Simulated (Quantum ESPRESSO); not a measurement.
# PbS (Galena) (Fm-3m) in Quantum ESPRESSO: a series of runs

Runs on PbS (Galena). Level: PBE. Tasks: phonons.

Program: Quantum ESPRESSO 7.5. These are calculated values, not measurements. Logs are shortened: lines on timing, memory, paths and dates and some standing lists are left out, and cuts for length are marked.

**Measured values to compare with.**

A printed reference work, monograph reports, for a bulk crystal of PbS at 300 K: high-frequency dielectric constant 17.2.

The results are compared with them further down.

## (1) The structure

The structure is cubic, space group Fm-3m (No. 225). The conventional cell has a = 5.931 Å, b = 5.931 Å, c = 5.931 Å, α = 90.00°, β = 90.00°, γ = 90.00°. Pb (site symmetry m-3m) is surrounded by 6 S at 2.97 Å. S (site symmetry m-3m) has 6 Pb at 2.97 Å as nearest neighbours.

## (2) Phonons, PBE

The input, pw.in:

```
&CONTROL
  calculation = 'scf'
  prefix = 'pwscf'
  outdir = './tmp'
  pseudo_dir = './pseudo'
  tprnfor = .true.
  tstress = .true.
  disk_io = 'low'
/
&SYSTEM
  ibrav = 0
  nat = 2
  ntyp = 2
  ecutwfc = 50
  nbnd = 16
  occupations = 'smearing'
  smearing = 'fd'
  degauss = 0.00367493
/
&ELECTRONS
  conv_thr = 4d-10
  electron_maxstep = 120
  mixing_beta = 0.5
/
ATOMIC_SPECIES
Pb   207.2000 82_Pb_14_3.0_3.1_pbe_n_v1.0.upf
S     32.0600 16_S_6_1.8_1.9_pbe_n_v1.0.upf
CELL_PARAMETERS angstrom
   0.0000000000    2.9657500000    2.9657500000
   2.9657500000    0.0000000000    2.9657500000
   2.9657500000    2.9657500000    0.0000000000
ATOMIC_POSITIONS crystal
Pb     0.0000000000    0.0000000000    0.0000000000
S      0.5000000000    0.5000000000    0.5000000000
K_POINTS automatic
4 4 4 1 1 1
```

The input, gamma.in:

```
&CONTROL
  calculation = 'bands'
  prefix = 'pwscf'
  outdir = './tmp'
  pseudo_dir = './pseudo'
  disk_io = 'low'
  verbosity = 'high'
/
&SYSTEM
  ibrav = 0
  nat = 2
  ntyp = 2
  ecutwfc = 50
  nbnd = 16
  occupations = 'smearing'
  smearing = 'fd'
  degauss = 0.00367493
/
&ELECTRONS
  conv_thr = 1d-08
  electron_maxstep = 120
  mixing_beta = 0.5
  diago_full_acc = .true.
  startingwfc = 'random'
/
ATOMIC_SPECIES
Pb   207.2000 82_Pb_14_3.0_3.1_pbe_n_v1.0.upf
S     32.0600 16_S_6_1.8_1.9_pbe_n_v1.0.upf
CELL_PARAMETERS angstrom
   0.0000000000    2.9657500000    2.9657500000
   2.9657500000    0.0000000000    2.9657500000
   2.9657500000    2.9657500000    0.0000000000
ATOMIC_POSITIONS crystal
Pb     0.0000000000    0.0000000000    0.0000000000
S      0.5000000000    0.5000000000    0.5000000000
K_POINTS crystal
1
0.0 0.0 0.0 1
```

The input, scf2.in:

```
&CONTROL
  calculation = 'scf'
  prefix = 'pwscf'
  outdir = './tmp'
  pseudo_dir = './pseudo'
  tprnfor = .true.
  tstress = .true.
  disk_io = 'low'
/
&SYSTEM
  ibrav = 0
  nat = 2
  ntyp = 2
  ecutwfc = 50
  nbnd = 16
  occupations = 'fixed'
/
&ELECTRONS
  conv_thr = 1d-13
  electron_maxstep = 120
  mixing_beta = 0.5
  startingpot = 'file'
/
ATOMIC_SPECIES
Pb   207.2000 82_Pb_14_3.0_3.1_pbe_n_v1.0.upf
S     32.0600 16_S_6_1.8_1.9_pbe_n_v1.0.upf
CELL_PARAMETERS angstrom
   0.0000000000    2.9657500000    2.9657500000
   2.9657500000    0.0000000000    2.9657500000
   2.9657500000    2.9657500000    0.0000000000
ATOMIC_POSITIONS crystal
Pb     0.0000000000    0.0000000000    0.0000000000
S      0.5000000000    0.5000000000    0.5000000000
K_POINTS automatic
4 4 4 1 1 1
```

The input, ph.in:

```
phonons of PbS
&INPUTPH
  prefix = 'pwscf'
  outdir = './tmp'
  tr2_ph = 1d-18
  fildyn = 'dyn'
  niter_ph = 90
  alpha_mix(1) = 0.7
  epsil = .true.
/
0.0000000000 0.0000000000 0.0000000000
```

The input, dynmat.in:

```
&INPUT
  fildyn = 'dyn'
  asr = 'crystal'
  lperm = .true.
  filout = 'dynmat.disp'
  fileig = 'dynmat.eig'
/
```

The input, dynmat_lo.in:

```
&INPUT
  fildyn = 'dyn'
  asr = 'crystal'
  filout = 'dynmat_lo.disp'
  fileig = 'dynmat_lo.eig'
  q(1) = 0
  q(2) = 0
  q(3) = 1
/
```

Potentials or basis: SPMS 1.0 PBE.

Launch:

```sh
$ OMP_NUM_THREADS=1 pw.x -in pw.in > pw.out
$ OMP_NUM_THREADS=1 pw.x -in gamma.in > gamma.out
$ OMP_NUM_THREADS=1 pw.x -in scf2.in > scf2.out
$ OMP_NUM_THREADS=1 ph.x -in ph.in > ph.out
$ OMP_NUM_THREADS=1 dynmat.x -in dynmat.in > dynmat.out
$ OMP_NUM_THREADS=1 dynmat.x -in dynmat_lo.in > dynmat_lo.out
```

pw.out:

```text
This program is part of the open-source Quantum ESPRESSO suite
     for quantum simulation of materials; please cite
[... 9 lines left out ...]
     --------------------
     sticks:   dense  smooth     PW     G-vecs:    dense   smooth      PW
     Sum         859     859    253                16865    16865    2741

     Using Slab Decomposition

     bravais-lattice index     =            0
     lattice parameter (alat)  =       7.9259  a.u.
     unit-cell volume          =     352.0710 (a.u.)^3
     number of atoms/cell      =            2
     number of atomic types    =            2
     number of electrons       =        20.00
     number of Kohn-Sham states=           16
     kinetic-energy cutoff     =      50.0000  Ry
     charge density cutoff     =     200.0000  Ry
     scf convergence threshold =      4.0E-10
     mixing beta               =       0.5000
     number of iterations used =            8  plain     mixing
     Exchange-correlation= PBE
                           (   1   4   3   4   0   0   0)

     celldm(1)=   7.925897  celldm(2)=   0.000000  celldm(3)=   0.000000
     celldm(4)=   0.000000  celldm(5)=   0.000000  celldm(6)=   0.000000

     crystal axes: (cart. coord. in units of alat)
               a(1) = (   0.000000   0.707107   0.707107 )
               a(2) = (   0.707107   0.000000   0.707107 )
               a(3) = (   0.707107   0.707107   0.000000 )

     reciprocal axes: (cart. coord. in units 2 pi/alat)
               b(1) = ( -0.707107  0.707107  0.707107 )
               b(2) = (  0.707107 -0.707107  0.707107 )
               b(3) = (  0.707107  0.707107 -0.707107 )

     PseudoPot. # 1 for Pb read from file:
     82_Pb_14_3.0_3.1_pbe_n_v1.0.upf
     Pseudo is Norm-conserving + core correction, Zval = 14.0
     Generated using ONCVPSP code by D. R. Hamann
     Using radial grid of 1692 points,  6 beta functions with:
                l(1) =   0
                l(2) =   0
                l(3) =   1
                l(4) =   1
                l(5) =   2
                l(6) =   2

     PseudoPot. # 2 for S  read from file:
     16_S_6_1.8_1.9_pbe_n_v1.0.upf
     Pseudo is Norm-conserving + core correction, Zval =  6.0
     Generated using ONCVPSP code by D. R. Hamann
     Using radial grid of 1148 points,  6 beta functions with:
                l(1) =   0
                l(2) =   0
                l(3) =   1
                l(4) =   1
                l(5) =   2
                l(6) =   2

     atomic species   valence    mass     pseudopotential
     Pb               14.00   207.20000     Pb( 1.00)
     S                 6.00    32.06000     S ( 1.00)

     48 Sym. Ops., with inversion, found

   Cartesian axes

     site n.     atom                  positions (alat units)
         1        Pb     tau(   1) = (   0.0000000   0.0000000   0.0000000  )
         2        S      tau(   2) = (   0.7071068   0.7071068   0.7071068  )

     number of k points=    10  Fermi-Dirac smearing, width (Ry)=  0.0037
                       cart. coord. in units 2pi/alat
        k(    1) = (   0.0883883   0.0883883   0.0883883), wk =   0.0625000
        k(    2) = (   0.2651650   0.2651650  -0.0883883), wk =   0.1875000
        k(    3) = (  -0.2651650  -0.2651650   0.4419417), wk =   0.1875000
        k(    4) = (  -0.0883883  -0.0883883   0.2651650), wk =   0.1875000
        k(    5) = (   0.4419417   0.0883883   0.0883883), wk =   0.1875000
        k(    6) = (  -0.0883883  -0.4419417   0.6187184), wk =   0.3750000
        k(    7) = (   0.0883883  -0.2651650   0.4419417), wk =   0.3750000
        k(    8) = (  -0.6187184   0.0883883   0.0883883), wk =   0.1875000
        k(    9) = (   0.2651650   0.2651650   0.2651650), wk =   0.0625000
        k(   10) = (  -0.2651650  -0.2651650   0.7954951), wk =   0.1875000

     Dense  grid:    16865 G-vectors     FFT dimensions: (  36,  36,  36)

     Initial potential from superposition of free atoms

     starting charge      19.9978, renormalised to      20.0000
     Starting wfcs are   13 randomized atomic wfcs +    3 random wfcs

     Self-consistent Calculation

     iteration #  1     ecut=    50.00 Ry     beta= 0.50
     Davidson diagonalization with overlap
     ethr =  1.00E-02,  avg # of iterations =  5.5

     Threshold (ethr) on eigenvalues was too large:
     Diagonalizing with lowered threshold

     Davidson diagonalization with overlap
     ethr =  6.34E-04,  avg # of iterations =  1.3

     total energy              =    -147.79344256 Ry
     estimated scf accuracy    <       0.12569357 Ry

     iteration #  2     ecut=    50.00 Ry     beta= 0.50
     Davidson diagonalization with overlap
     ethr =  6.28E-04,  avg # of iterations =  2.0

     total energy              =    -147.82781327 Ry
     estimated scf accuracy    <       0.01684028 Ry

     iteration #  3     ecut=    50.00 Ry     beta= 0.50
     Davidson diagonalization with overlap
     ethr =  8.42E-05,  avg # of iterations =  2.9

     total energy              =    -147.83094160 Ry
     estimated scf accuracy    <       0.00098650 Ry

     iteration #  4     ecut=    50.00 Ry     beta= 0.50
     Davidson diagonalization with overlap
     ethr =  4.93E-06,  avg # of iterations =  6.0

     total energy              =    -147.83100810 Ry
     estimated scf accuracy    <       0.00002414 Ry

     iteration #  5     ecut=    50.00 Ry     beta= 0.50
     Davidson diagonalization with overlap
     ethr =  1.21E-07,  avg # of iterations =  2.2

     total energy              =    -147.83100391 Ry
     estimated scf accuracy    <       0.00001196 Ry

     iteration #  6     ecut=    50.00 Ry     beta= 0.50
     Davidson diagonalization with overlap
     ethr =  5.98E-08,  avg # of iterations =  2.0

     total energy              =    -147.83100682 Ry
     estimated scf accuracy    <       0.00000214 Ry

     iteration #  7     ecut=    50.00 Ry     beta= 0.50
     Davidson diagonalization with overlap
     ethr =  1.07E-08,  avg # of iterations =  1.0

     total energy              =    -147.83100612 Ry
     estimated scf accuracy    <       0.00000148 Ry

     iteration #  8     ecut=    50.00 Ry     beta= 0.50
     Davidson diagonalization with overlap
     ethr =  7.41E-09,  avg # of iterations =  2.0

     total energy              =    -147.83100633 Ry
     estimated scf accuracy    <       0.00000001 Ry

     iteration #  9     ecut=    50.00 Ry     beta= 0.50
     Davidson diagonalization with overlap
     ethr =  5.10E-11,  avg # of iterations =  2.6

     total energy              =    -147.83100633 Ry
     estimated scf accuracy    <          8.6E-09 Ry

     iteration # 10     ecut=    50.00 Ry     beta= 0.50
     Davidson diagonalization with overlap
     ethr =  4.31E-11,  avg # of iterations =  2.0

     End of self-consistent calculation

          k = 0.0884 0.0884 0.0884 (  2094 PWs)   bands (ev):

    -7.3201  -7.3172  -7.3172  -7.2965  -7.2965  -3.9555   3.0248   7.3834
     7.3834   7.6796  13.4932  13.9332  13.9332  16.1968  16.5920  16.5920

          k = 0.2652 0.2652-0.0884 (  2100 PWs)   bands (ev):

    -7.3250  -7.3178  -7.3163  -7.2939  -7.2820  -3.3210   1.6830   6.6391
     7.7881   8.9080  10.9243  11.9641  13.4102  16.9149  17.3132  19.0969

          k =-0.2652-0.2652 0.4419 (  2094 PWs)   bands (ev):

    -7.3447  -7.3222  -7.3139  -7.2809  -7.2682  -2.7930   0.8503   6.9517
     7.3688   8.5265  10.7972  12.0557  12.5215  17.3400  19.5411  19.7721

          k =-0.0884-0.0884 0.2652 (  2089 PWs)   bands (ev):

    -7.3266  -7.3221  -7.3079  -7.3015  -7.2846  -3.6123   2.3234   7.0360
     7.1141   8.4927  11.5221  13.5185  13.7881  15.4381  17.8441  18.1660

          k = 0.4419 0.0884 0.0884 (  2095 PWs)   bands (ev):

    -7.3788  -7.3331  -7.2915  -7.2822  -7.2705  -3.0129   1.8682   6.3979
     6.5626   7.0290  12.5985  13.6366  14.1162  14.9668  19.8681  19.9102

          k =-0.0884-0.4419 0.6187 (  2115 PWs)   bands (ev):

    -7.4008  -7.3184  -7.2958  -7.2844  -7.2643  -2.4580   1.4740   5.1141
     5.7701   7.9794  12.0841  13.7824  14.2646  16.4914  18.7741  21.0931

          k = 0.0884-0.2652 0.4419 (  2099 PWs)   bands (ev):

    -7.3595  -7.3171  -7.3084  -7.2860  -7.2735  -2.8378   1.3099   6.0750
     6.8571   8.3350  11.3452  12.7080  13.6139  16.5713  19.2510  19.7882

          k =-0.6187 0.0884 0.0884 (  2109 PWs)   bands (ev):

    -7.4306  -7.3392  -7.2770  -7.2669  -7.2628  -2.4894   1.9661   4.7505
     6.2446   6.4110  13.4142  14.5428  14.5974  15.1459  20.9565  21.0117

          k = 0.2652 0.2652 0.2652 (  2099 PWs)   bands (ev):

    -7.3276  -7.3276  -7.3179  -7.2754  -7.2754  -3.1061   1.1017   7.6511
     7.6511   8.9805  10.6114  11.8129  11.8129  17.2497  18.6753  18.6753

          k =-0.2652-0.2652 0.7955 (  2112 PWs)   bands (ev):

    -7.3707  -7.3067  -7.3056  -7.2905  -7.2746  -2.5972   1.1268   5.4797
     7.1350   7.9216  11.6758  12.5087  13.9400  17.3371  18.8725  19.0143

     the Fermi energy is     9.8072 ev

!    total energy              =    -147.83100633 Ry
     estimated scf accuracy    <          2.7E-11 Ry
     smearing contrib. (-TS)   =      -0.00000000 Ry
     internal energy E=F+TS    =    -147.83100633 Ry

     The total energy is F=E-TS. E is the sum of the following terms:
     one-electron contribution =     -21.69825091 Ry
     hartree contribution      =      22.72840361 Ry
     xc contribution           =     -37.63151496 Ry
     ewald contribution        =    -111.22964408 Ry

     convergence has been achieved in  10 iterations

     Forces acting on atoms (cartesian axes, Ry/au):

     atom    1 type  1   force =     0.00000000    0.00000000   -0.00000000
     atom    2 type  2   force =     0.00000000    0.00000000   -0.00000000

     Total force =     0.000000     Total SCF correction =     0.000000

     Computing stress (Cartesian axis) and pressure

          total   stress  (Ry/bohr**3)                   (kbar)     P=       19.79
   0.00013451  -0.00000000   0.00000000           19.79       -0.00        0.00
  -0.00000000   0.00013451   0.00000000           -0.00       19.79        0.00
   0.00000000   0.00000000   0.00013451            0.00        0.00       19.79

=------------------------------------------------------------------------------=
   JOB DONE.
=------------------------------------------------------------------------------=
```

Run time: 1.9 min. Hardware: 1 thread of Arm Neoverse V2, shared host; peak memory 0.05 GiB.

What came out:

* Free energy: -2011.3433 eV
* Pressure after relaxing: 2.0 GPa
* Electronic dielectric tensor (diagonal): 12.20
* Born charges (mean of the diagonal): Pb +4.44; S -4.02 e
* Highest phonon frequency at Γ, LO-TO splitting left out: 85 cm⁻¹
* Static dielectric tensor (diagonal): 96.51

Phonon frequencies in cm⁻¹ (negative: imaginary):
```
              q point        frequencies
(0.000, 0.000, 0.000)  -1 -1 -1 85 85 85
```

Electronic dielectric tensor:
```
12.20  0.00  0.00
 0.00 12.20  0.00
 0.00  0.00 12.20
```

Born effective charge tensors (e):
atom 1, Pb
```
4.44 0.00 0.00
0.00 4.44 0.00
0.00 0.00 4.44
```
atom 2, S
```
-4.02  0.00  0.00
 0.00 -4.02  0.00
 0.00  0.00 -4.02
```

Optical modes at Γ, degenerate ones joined, polar ones without the macroscopic field:
```csv
cm⁻¹,components,symmetry,active in,"IR intensity, summed ((D/Å)²/amu)"
85,3,T1u,IR,44.58
```

Zone-centre frequencies without and with the macroscopic field along z (cm⁻¹):
|  | optical modes in rising order |
| --- | --- |
| without | 85 85 85 |
| with the field | 85 85 239 |

Static dielectric tensor, electrons and zone-centre modes:
```
96.51  0.00  0.00
 0.00 96.51  0.00
 0.00  0.00 96.51
```

Caveat: the mesh is thin for the dielectric tensor, Born charges and intensities, which usually come out too large; the Born charges break their sum rule by 0.43 e, a sign of too thin a mesh. Spin-orbit coupling is left out, which matters for the levels of Pb.

[end of part 1 of 3]
